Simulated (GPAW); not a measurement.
# Pd (Fm-3m) in GPAW: convergence with k mesh

Aim: find how far k mesh must go before the results for Pd settle, at LDA. This setting moves, with any that are tied to it; all else stays.

Everything below comes from runs of GPAW 26.7.0. Logs are shortened: lines on timing, memory, paths and dates and some standing lists are left out, and cuts for length are marked. The log counts tension as positive stress, the text compression.

## Step 1: Starting point

Symmetry: Fm-3m, No. 225, cubic system. The conventional cell has a = 3.893 Å, b = 3.893 Å, c = 3.893 Å, α = 90.00°, β = 90.00°, γ = 90.00°. Pd (site symmetry m-3m) is surrounded by 12 Pd at 2.75 Å.

## Step 2: With k mesh 3 × 3 × 3

run.py

```python
from ase.dft.bandgap import bandgap
from ase.io import read, write
from ase.units import GPa
from gpaw import GPAW, PW

atoms = read('Pd.xyz')

calc = GPAW(mode=PW(600),
            xc='LDA',
            kpts={'size': (3, 3, 3), 'gamma': True},
            occupations={'name': 'fermi-dirac', 'width': 0.05},
            nbands=17,
            convergence={'density': 1e-05, 'energy': 1e-05},
            maxiter=100,
            txt='gpaw.txt')
atoms.calc = calc
energy = atoms.get_potential_energy()
forces = atoms.get_forces()
stress = atoms.get_stress()
calc.write('gs.gpw')
write('result.traj', atoms)
print(f'Energy: {energy:.6f} eV')
print('Forces (eV/A):')
print(forces.round(4))
print('Stress (GPa):', (stress / GPa).round(3))
print('Fermi level:', round(calc.get_fermi_level(), 4), 'eV')
print(f'Gap: {bandgap(calc)[0]:.4f} eV, direct: {bandgap(calc, direct=True)[0]:.4f} eV')
```

Pd.xyz

```xyz
1
Lattice="0.0000000000 1.9465000000 1.9465000000 1.9465000000 0.0000000000 1.9465000000 1.9465000000 1.9465000000 0.0000000000" Properties=species:S:1:pos:R:3 pbc="T T T"
Pd     0.0000000000      0.0000000000      0.0000000000
```

Potentials or basis: the program's PAW data sets (release 1.2.1) made for this functional, pw.

The run is started by

```
OMP_NUM_THREADS=1 python run.py
```

It took 2.5 s on 1 thread of Arm Neoverse V1, shared host; peak memory 0.12 GiB.

Results:

| Item | Value |
| --- | --- |
| Free energy | -4.3827 eV |
| Pressure | 3.6 GPa |
| Band gap on the k mesh | none (metal or under the smearing width) |

## Step 3: With k mesh 4 × 4 × 4

run.py: that of step 2 with these lines changed.

```diff
@@ -9,3 +9,3 @@
             xc='LDA',
-            kpts={'size': (3, 3, 3), 'gamma': True},
+            kpts={'size': (4, 4, 4), 'gamma': True},
             occupations={'name': 'fermi-dirac', 'width': 0.05},
```

Pd.xyz is that of step 2.

Potentials or basis: the program's PAW data sets (release 1.2.1) made for this functional, pw.

The run is started by

```
OMP_NUM_THREADS=1 python run.py
```

Run time: 2.9 s. Hardware: 1 thread of Arm Neoverse V1, shared host; peak memory 0.12 GiB.

What came out:

* Free energy: -5.3610 eV
* Pressure: -8.4 GPa
* Band gap on the k mesh: none (metal or under the smearing width)

## Step 4: With k mesh 5 × 5 × 5

run.py: that of step 3 with these lines changed.

```diff
@@ -9,3 +9,3 @@
             xc='LDA',
-            kpts={'size': (4, 4, 4), 'gamma': True},
+            kpts={'size': (5, 5, 5), 'gamma': True},
             occupations={'name': 'fermi-dirac', 'width': 0.05},
```

Pd.xyz is that of step 3.

The run is started by

```
OMP_NUM_THREADS=1 python run.py
```

Wall time 3.2 s (1 thread of Arm Neoverse V1, shared host); peak memory 0.12 GiB.

What came out:

| Property | Result |
| --- | --- |
| Free energy | -5.0611 eV |
| Pressure | -5.6 GPa |
| Band gap on the k mesh | none (metal or under the smearing width) |

## Step 5: With k mesh 6 × 6 × 6

run.py: that of step 4 with these lines changed.

```diff
@@ -9,3 +9,3 @@
             xc='LDA',
-            kpts={'size': (5, 5, 5), 'gamma': True},
+            kpts={'size': (6, 6, 6), 'gamma': True},
             occupations={'name': 'fermi-dirac', 'width': 0.05},
```

Pd.xyz is that of step 4.

The run is started by

```
OMP_NUM_THREADS=1 python run.py
```

It took 3.8 s on 1 thread of Arm Neoverse V1, shared host; peak memory 0.12 GiB.

Results (log left out):

```
Free energy            : -5.2328 eV
Pressure               : -9.6 GPa
Band gap on the k mesh : none (metal or under the smearing width)
```

## Step 6: With k mesh 7 × 7 × 7

run.py: that of step 5 with these lines changed.

```diff
@@ -9,3 +9,3 @@
             xc='LDA',
-            kpts={'size': (6, 6, 6), 'gamma': True},
+            kpts={'size': (7, 7, 7), 'gamma': True},
             occupations={'name': 'fermi-dirac', 'width': 0.05},
```

Pd.xyz is that of step 5.

Potentials or basis: the program's PAW data sets (release 1.2.1) made for this functional, pw.

The run is started by

```
OMP_NUM_THREADS=1 python run.py
```

It took 4.6 s on 1 thread of Arm Neoverse V1, shared host; peak memory 0.13 GiB.

Results (log left out):

```
Free energy            : -5.2205 eV
Pressure               : -7.7 GPa
Band gap on the k mesh : none (metal or under the smearing width)
```

## Step 7: With k mesh 9 × 9 × 9

run.py: that of step 6 with these lines changed.

```diff
@@ -9,3 +9,3 @@
             xc='LDA',
-            kpts={'size': (7, 7, 7), 'gamma': True},
+            kpts={'size': (9, 9, 9), 'gamma': True},
             occupations={'name': 'fermi-dirac', 'width': 0.05},
```

Pd.xyz is that of step 6.

The run is started by

```
OMP_NUM_THREADS=1 python run.py
```

Wall time 6.1 s (1 thread of Arm Neoverse V1, shared host); peak memory 0.13 GiB.

Results (log left out):

| Item | Value |
| --- | --- |
| Free energy | -5.2223 eV |
| Pressure | -8.6 GPa |
| Band gap on the k mesh | none (metal or under the smearing width) |

## Step 8: With k mesh 11 × 11 × 11

run.py: that of step 7 with these lines changed.

```diff
@@ -9,3 +9,3 @@
             xc='LDA',
-            kpts={'size': (9, 9, 9), 'gamma': True},
+            kpts={'size': (11, 11, 11), 'gamma': True},
             occupations={'name': 'fermi-dirac', 'width': 0.05},
```

Pd.xyz is that of step 7.

The run is started by

```
OMP_NUM_THREADS=1 python run.py
```

Run time: 8.7 s. Hardware: 1 thread of Arm Neoverse V1, shared host; peak memory 0.13 GiB.

The run converged. Its results:

```yaml
Free_energy: -5.2003 eV
Pressure: -7.9 GPa
Band_gap_on_the_k_mesh: none (metal or under the smearing width)
```

## Step 9: With k mesh 13 × 13 × 13

run.py: that of step 8 with these lines changed.

```diff
@@ -9,3 +9,3 @@
             xc='LDA',
-            kpts={'size': (11, 11, 11), 'gamma': True},
+            kpts={'size': (13, 13, 13), 'gamma': True},
             occupations={'name': 'fermi-dirac', 'width': 0.05},
```

Pd.xyz is that of step 8.

Potentials or basis: the program's PAW data sets (release 1.2.1) made for this functional, pw.

The run is started by

```
OMP_NUM_THREADS=1 python run.py
```

It took 12 s on 1 thread of Arm Neoverse V1, shared host; peak memory 0.14 GiB.

The run converged. Its results:

| Quantity | Value |
| --- | --- |
| Free energy | -5.2172 eV |
| Pressure | -8.2 GPa |
| Band gap on the k mesh | none (metal or under the smearing width) |

## Step 10: With k mesh 16 × 16 × 16

run.py: that of step 9 with these lines changed.

```diff
@@ -9,3 +9,3 @@
             xc='LDA',
-            kpts={'size': (13, 13, 13), 'gamma': True},
+            kpts={'size': (16, 16, 16), 'gamma': True},
             occupations={'name': 'fermi-dirac', 'width': 0.05},
```

Pd.xyz is that of step 9.

Potentials or basis: the program's PAW data sets (release 1.2.1) made for this functional, pw.

The run is started by

```
OMP_NUM_THREADS=1 python run.py
```

gpaw.txt:

```text
__  _  _
 | _ |_)|_||  |
 |__||  | ||/\| - 26.7.0

Input parameters:
  mode=PW(ecut=600.0),
  convergence={'density': 1e-05, 'energy': 1e-05},
  kpts=MonkhorstPack(size=(16, 16, 16), gamma=True),
  maxiter=100,
  nbands=17,
  occupations=Occupations(name='fermi-dirac', width=0.05),
  xc=XC(name='LDA')

Diagonalizing LCAO Hamiltonian
Converting LCAO to pw mode

       Pd

Atoms  # Å, Bohr magnetons
|   | symbol |        x |        y |        z |    initial magnetic moments |
|---|--------|----------|----------|----------|-----------------------------|
| 0 |     Pd | 0.000000 | 0.000000 | 0.000000 | ( 0.0000,  0.0000,  0.0000) |

Unit cell  # Å
| periodic |        x |        y |        z |  lengths |    angles |
|----------|----------|----------|----------|----------|-----------|
|      yes | 0.000000 | 1.946500 | 1.946500 | 2.752767 | 60.000000 |
|      yes | 1.946500 | 0.000000 | 1.946500 | 2.752767 | 60.000000 |
|      yes | 1.946500 | 1.946500 | 0.000000 | 2.752767 | 60.000000 |

Number of symmetries: 48
Symmetry operations  # r_c * U_cc + t_c -> r_c
|    | kind |            matrix            |
|----|------|------------------------------|
|  0 |  σ   |  1, 0, 0,  1, 0,-1,  1,-1, 0 |
|  1 |  C2  |  1, 0, 0,  1,-1, 0,  1, 0,-1 |
|  2 |  E   |  1, 0, 0,  0, 1, 0,  0, 0, 1 |
|  3 |  σ   |  1, 0, 0,  0, 0, 1,  0, 1, 0 |
|  4 |  C4  |  1, 0,-1,  1, 0, 0,  1,-1, 0 |
|  5 |  S6  |  1, 0,-1,  1,-1, 0,  1, 0, 0 |
|  6 |  σ   |  1, 0,-1,  0, 1,-1,  0, 0,-1 |
|  7 |  C3  |  1, 0,-1,  0, 0,-1,  0, 1,-1 |
|  8 |  S6  |  1,-1, 0,  1, 0, 0,  1, 0,-1 |
|  9 |  C4  |  1,-1, 0,  1, 0,-1,  1, 0, 0 |
| 10 |  C3  |  1,-1, 0,  0,-1, 1,  0,-1, 0 |
| 11 |  σ   |  1,-1, 0,  0,-1, 0,  0,-1, 1 |
| 12 |  σ   |  0, 1, 0,  1, 0, 0,  0, 0, 1 |
| 13 |  C4  |  0, 1, 0,  0, 1,-1, -1, 1, 0 |
| 14 |  C3  |  0, 1, 0,  0, 0, 1,  1, 0, 0 |
| 15 |  S6  |  0, 1, 0, -1, 1, 0,  0, 1,-1 |
| 16 |  C2  |  0, 1,-1,  1, 0,-1,  0, 0,-1 |
| 17 |  σ   |  0, 1,-1,  0, 1, 0, -1, 1, 0 |
| 18 |  S4  |  0, 1,-1,  0, 0,-1,  1, 0,-1 |
| 19 |  C4  |  0, 1,-1, -1, 1, 0,  0, 1, 0 |
| 20 |  C3  |  0, 0, 1,  1, 0, 0,  0, 1, 0 |
| 21 |  σ   |  0, 0, 1,  0, 1, 0,  1, 0, 0 |
| 22 |  S6  |  0, 0, 1,  0,-1, 1, -1, 0, 1 |
| 23 |  C4  |  0, 0, 1, -1, 0, 1,  0,-1, 1 |
| 24 |  S4  |  0, 0,-1,  1, 0,-1,  0, 1,-1 |
| 25 |  C3  |  0, 0,-1,  0, 1,-1,  1, 0,-1 |
| 26 |  C2  |  0, 0,-1,  0,-1, 0, -1, 0, 0 |
[... 90 lines left out ...]
    |    d |        |      22.904 |    1.228 |

    Using partial waves for Pd as LCAO basis

Reference energy: -137098.078098  # eV

eigensolver:
  PPCG
  Converge bands: occupied
  niter=2

density mixing:
  MSR1-Mixer
  Pratt-step length: 0.05
  Maximum mixing coefficient: 0.75
  Old densities: 10
  SVD Regularization: 0.005
  Good broyden scale: 1.0
  Trust region scale: 1.0
  Backstep threshold: 4.0
  History deletion threshold: 6.0
  Fourier metric: weight=20.0, sigma=0.015

occupation numbers:
  Fermi-Dirac:
    width: 0.0500  # eV

poisson solver:
  ecut: 4800.0  # eV

xc functional:
  name: None

convergence criteria:
[... 6 lines left out ...]
|iter     | |      energy | eigst |  dens |
|---------|-|-------------|-------|-------|
|iter:   1| |   -6.421556 | -0.07 |       |
|iter:   2| |   -6.118170 | -2.52 | -0.95 |
|iter:   3| |   -5.223864 | -1.41 | -1.01 |
|iter:   4| |   -5.209347 | -3.56 | -2.07 |
|iter:   5| |   -5.204746 | -3.98 | -2.21 |
|iter:   6| |   -5.204744 | -6.42 | -3.66 |
|iter:   7| |   -5.204745c| -7.44c| -4.08 |
|iter:   8| |   -5.204745c| -9.21c| -5.37c|

Converged in 8 steps
Energy contributions relative to reference atoms: (reference = -137098.078098)

Energy contributions:
  Kinetic:          -4.865974
  Coulomb:           0.240021
  Zero:             -0.207540
  External:          0.000000
  Xc:               -0.362082
  Entropy:          -0.018337
  Spinorbit:         0.000000
  ----------------------------
  Free energy:      -5.213913
  Extrapolated:     -5.204745

dipole moment: (-11.643373, -11.643373, -11.643373)  # |e|*Ang

Fermi level: 9.202
Eigenvalues  # (at kpt = [0.000, 0.000, 0.000])
| band index |      eig [eV] | occ [0-2] |
|------------|---------------|-----------|
|          0 |       -40.383 |     2.000 |
|          1 |       -40.383 |     2.000 |
|          2 |       -40.383 |     2.000 |
|          3 |         1.911 |     2.000 |
|          4 |         6.311 |     2.000 |
|          5 |         6.311 |     2.000 |
[... 9 lines left out ...]
|         15 |        39.339 |     0.000 |
|         16 |        39.339 |     0.000 |

No gap
No difference between direct/indirect transitions

Forces  # eV/Ang
|       x |        y |        z |
|---------|----------|----------|
| 0.00000 | -0.00000 | -0.00000 |  # Pd   0

Stress tensor  # eV/Ang^3
|         x |         y |         z |
|-----------|-----------|-----------|
|  0.050767 | -0.000000 | -0.000000 |
| -0.000000 |  0.050767 | -0.000000 |
| -0.000000 | -0.000000 |  0.050767 |

# Writing to gs.gpw (mode='')
```

Run time: 20 s. Hardware: 1 thread of Arm Neoverse V1, shared host; peak memory 0.15 GiB.

Results:

| Item | Value |
| --- | --- |
| Free energy | -5.2139 eV |
| Pressure | -8.1 GPa |
| Band gap on the k mesh | none (metal or under the smearing width) |

## Step 11: Result

| k mesh | energy less the tightest run, at zero smearing (meV/atom) | pressure (GPa) | SCF cycles | CPU time (s) | peak memory (GiB) |
| --- | --- | --- | --- | --- | --- |
| 3 × 3 × 3 | 854.23 | 3.55 | 11 | 2.5 | 0.12 |
| 4 × 4 × 4 | -145.12 | -8.38 | 9 | 2.9 | 0.12 |
| 5 × 5 × 5 | 159.92 | -5.59 | 9 | 3.2 | 0.12 |
| 6 × 6 × 6 | -18.97 | -9.61 | 8 | 3.8 | 0.12 |
| 7 × 7 × 7 | -3.14 | -7.66 | 9 | 4.6 | 0.13 |
| 9 × 9 × 9 | -8.45 | -8.63 | 8 | 6.1 | 0.13 |
| 11 × 11 × 11 | 15.21 | -7.86 | 8 | 8.7 | 0.13 |
| 13 × 13 × 13 | -3.58 | -8.17 | 8 | 12 | 0.14 |
| 16 × 16 × 16 | 0.00 | -8.13 | 8 | 20 | 0.15 |

Against the tightest run, the pressure stays within 0.1 GPa from 13 × 13 × 13 on. Not settled before the last step: the energy (to 1 meV/atom). Meshes of other sizes hit other points, so gaps and Fermi surfaces needn't settle smoothly. The tightest run that finished is the yardstick and may itself not be fully converged.
